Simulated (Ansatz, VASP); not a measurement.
## Zr in VASP and in Ansatz

```
Zr
1.0
     5.04236    0.00000    0.00000
    -2.52118    4.36682    0.00000
     0.00000    0.00000    3.14918
Zr
3
Direct
  0.66667 0.33333 0.50000
  0.33333 0.66667 0.50000
  0.00000 0.00000 0.00000
```

The cell was built by a generator and needn't be a form met in nature.

Alike in both runs: functional PBE; k mesh 12 × 12 × 14; occupations gaussian, width 0.1 eV; no spin polarisation.

Ansatz relaxed the structure, and its values are those at the end. VASP's run is a single point on that final structure, the one shown.

```csv
,VASP,Ansatz
version,VASP 6.6.1,Ansatz 0.2.0
potentials or method,"VASP PAW PBE potentials, release 64 (Zr_sv)","scalar-relativistic, plane waves, PAW"
plane-wave cutoff (eV),520,420
valence electrons in the cell,36,36
```

```csv
,VASP,Ansatz,Ansatz less VASP
gap on the k mesh at the Fermi level (eV),none,none,-
pressure (GPa),0.0,0.0,-0.02
```

A gap of «none» marks a metal or a gap that the smearing closes.
